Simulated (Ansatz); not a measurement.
Space group I4_1/amd:1 (No. 141). a = 5.929 Å, b = 5.929 Å, c = 3.233 Å, α = 90.00°, β = 90.00°, γ = 90.00°
```json
{"atom": "Sn", "site": "4a", "symmetry": "-4m2", "x": "0.0000", "y": "0.5000", "z": "0.2500"}
```

Equation of state of this Sn structure (not necessarily the ground state), with shape and atoms relaxed at each volume where symmetry leaves them free. It has no gap at any of these volumes. These are results of DFT PBE, scalar-relativistic, plane waves, PAW in Ansatz, not measurements.

Plane waves to 420 eV, a k mesh through Γ of 14×14×14 on the computed 2-atom cell and Gaussian smearing (0.10 eV); no spin polarisation.

```tsv
V (Å³/atom)	E − E(largest V) (meV/atom)	P (GPa)
26.702	3.25	3.41
27.554	-9.66	1.55
28.406	-13.56	0.00
29.258	-9.93	-1.29
30.111	0.00	-2.38
```

Problem. Fit a third-order Birch–Murnaghan equation to E(V).

Solution. V0 = 28.40 Å³/atom, B0 = 47 GPa, B0' = 5.0.